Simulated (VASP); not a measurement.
# HfB₂: convergence, transport in the constant relaxation-time approximation

HfB₂, P6/mmm (no. 191), 3 atoms in the cell. PBE, Boltzmann transport, constant relaxation time; PAW potentials Hf_pv, B (PBE set). VASP 6.6.1.

Wanted: conductivity at 300 K within 3 %; Seebeck coefficient at 300 K within 1.5 uV/K.

POSCAR:
```
HfB2
1.0
    3.1400000000      0.0000000000      0.0000000000
   -1.5700000000      2.7193197679      0.0000000000
    0.0000000000      0.0000000000      3.4800000000
Hf B
1 2
Direct
    0.0000000000      0.0000000000      0.0000000000
    0.6666666667      0.3333333333      0.5000000000
    0.3333333333      0.6666666667      0.5000000000
```

The series start from Dense mesh (KPOINTS_ELPH): 24x24x19; TRANSPORT_NEDOS: 501; Mesh of the SCF: 13x13x11; Cutoff ENCUT (eV): 420; ELPH_NBANDS: 11 over half the electrons; ELPH_ISMEAR: -24; PREC: Accurate; KPAR: 4. Each series keeps the choices made before it, and each single choice may use up half of a tolerance.

## Dense mesh (KPOINTS_ELPH)

| Dense mesh (KPOINTS_ELPH) | Conductivity at 300 K (S/m) | Seebeck coefficient at 300 K (uV/K) | SCF iterations | Time (s) |
|---|---|---|---|---|
| 10x10x8 | 4.1e6 | -20.5 | 14 | 5.3 |
| 13x13x11 | 4.92e6 | -27.0 | 14 | 6.3 |
| 18x18x14 | 5.72e6 | -20.7 | 14 | 9.0 |
| 24x24x19 | 5.15e6 | -7.6 | 14 | 16 |
| 31x31x25 (reference) | 4.82e6 | -9.2 | 14 | 28 |

Chosen: 31x31x25; the next looser run is off by more than half of the tolerance, so convergence isn't shown beyond this value.

## TRANSPORT_NEDOS

| TRANSPORT_NEDOS | Conductivity at 300 K (S/m) | Seebeck coefficient at 300 K (uV/K) | SCF iterations | Time (s) |
|---|---|---|---|---|
| 51 | 4.82e6 | -9.2 | 14 | 27 |
| 101 | 4.82e6 | -9.2 | 14 | 26 |
| 201 | 4.82e6 | -9.2 | 14 | 27 |
| 501 | 4.82e6 | -9.2 | 14 | 28 |
| 1001 | 4.82e6 | -9.2 | 14 | 28 |
| 2001 | 4.82e6 | -9.2 | 14 | 31 |
| 5001 (reference) | 4.82e6 | -9.2 | 14 | 39 |

Chosen: 51, the loosest value from which every tighter one stays within half of the tolerance.

## Mesh of the SCF

| Mesh of the SCF | Conductivity at 300 K (S/m) | Seebeck coefficient at 300 K (uV/K) | SCF iterations | Time (s) |
|---|---|---|---|---|
| 5x5x4 | 4.82e6 | -9.2 | 14 | 24 |
| 7x7x6 | 4.82e6 | -9.2 | 15 | 28 |
| 10x10x8 | 4.82e6 | -9.2 | 14 | 25 |
| 13x13x11 | 4.82e6 | -9.2 | 14 | 27 |
| 18x18x14 (reference) | 4.82e6 | -9.2 | 14 | 29 |

Chosen: 5x5x4.

## Cutoff ENCUT (eV)

| Cutoff ENCUT (eV) | Conductivity at 300 K (S/m) | Seebeck coefficient at 300 K (uV/K) | SCF iterations | Time (s) |
|---|---|---|---|---|
| 300 | 4.81e6 | -9.2 | 14 | 19 |
| 320 | 4.82e6 | -9.2 | 14 | 20 |
| 370 | 4.82e6 | -9.2 | 14 | 25 |
| 420 | 4.82e6 | -9.2 | 14 | 24 |
| 520 (reference) | 4.82e6 | -9.2 | 14 | 33 |

Chosen: 300.

## ELPH_NBANDS

| ELPH_NBANDS | Conductivity at 300 K (S/m) | Seebeck coefficient at 300 K (uV/K) | SCF iterations | Time (s) |
|---|---|---|---|---|
| 5 over half the electrons | 4.81e6 | -9.2 | 14 | 16 |
| 7 over half the electrons | 4.81e6 | -9.2 | 14 | 18 |
| 11 over half the electrons | 4.81e6 | -9.2 | 14 | 19 |
| 19 over half the electrons (reference) | 4.81e6 | -9.2 | 14 | 29 |

Chosen: 5 over half the electrons.

## ELPH_ISMEAR

| ELPH_ISMEAR | Conductivity at 300 K (S/m) | Seebeck coefficient at 300 K (uV/K) | SCF iterations | Time (s) |
|---|---|---|---|---|
| -24 | 4.81e6 | -9.2 | 14 | 16 |
| -14 | 4.81e6 | -9.2 | 14 | 26 |
| -15 | 4.81e6 | -9.2 | 14 | 28 |
| -1 | 4.6e6 | -9.4 | 14 | 21 |
| 0 | 4.59e6 | -9.4 | 14 | 20 |

Chosen: -24; no other choice that stays within half of the tolerance saves 30 % of the time.

## PREC

| PREC | Conductivity at 300 K (S/m) | Seebeck coefficient at 300 K (uV/K) | SCF iterations | Time (s) |
|---|---|---|---|---|
| Accurate | 4.81e6 | -9.2 | 14 | 16 |
| Normal | 4.81e6 | -9.2 | 14 | 12 |

Chosen: Normal; it saves 3.8 s of 16, so Accurate would do nearly as well.

## KPAR

| KPAR | Conductivity at 300 K (S/m) | Seebeck coefficient at 300 K (uV/K) | SCF iterations | Time (s) |
|---|---|---|---|---|
| 4 | 4.81e6 | -9.2 | 14 | 12 |
| 2 | 4.81e6 | -9.2 | 14 | 11 |
| 1 | 4.81e6 | -9.2 | 14 | 12 |

Chosen: 4.

## All choices together

| Input | Conductivity at 300 K (S/m) | Seebeck coefficient at 300 K (uV/K) | Time (s) |
|---|---|---|---|
| defaults, no KPOINTS_ELPH (naive) | 6.8e5 | -64.1 | 3.8 |
| chosen settings | 4.81e6 | -9.2 | 12 |
| reference settings throughout | 4.82e6 | -9.2 | 61 |

The chosen settings stay within the tolerance of the reference run, but the reference itself isn't shown to be converged in: Dense mesh (KPOINTS_ELPH).

## The input

INCAR:
```
PREC = Normal
ENCUT = 300
EDIFF = 1E-8
LREAL = False
LASPH = True
LWAVE = False
LCHARG = False
ALGO = Normal
NELM = 100
ISMEAR = 1
SIGMA = 0.1
GGA = PE
ELPH_MODE = TRANSPORT
ELPH_SCATTERING_APPROX = CRTA
TRANSPORT_RELAXATION_TIME = 1E-14
ELPH_ISMEAR = -24
ELPH_SELFEN_TEMPS = 150 300 450 600
ELPH_SELFEN_CARRIER_DEN = 0.0
TRANSPORT_NEDOS = 51
KPAR = 4
ELPH_FERMI_NEDOS = 51
ELPH_NBANDS = 13
```

KPOINTS:
```
Automatic mesh
0
Gamma
  5 5 4
  0 0 0
```

KPOINTS_ELPH:
```
Automatic mesh
0
Gamma
  31 31 25
  0 0 0
```

Commands:
```
cat potpaw_PBE.64/Hf_pv/POTCAR potpaw_PBE.64/B/POTCAR > POTCAR
mpirun -np 4 vasp_std > vasp.out
```

Limits: Conductivity and heat conductivity scale with the typed relaxation time, here the same at all temperatures, so the change of scattering with temperature is missing.

The chosen input took VASP 6.6.1 12 s on 4 cores (Intel Xeon 6975P-C (Granite Rapids)), a shared host.

## An input that fails: transport mesh far too coarse

It runs to its end, but against the unchanged starting input it is off by 100 % in the conductivity at 300 K, 71.5 uV/K in the Seebeck coefficient at 300 K.

Dense mesh (KPOINTS_ELPH): 24 × 24 × 19 becomes 3 × 3 × 3.
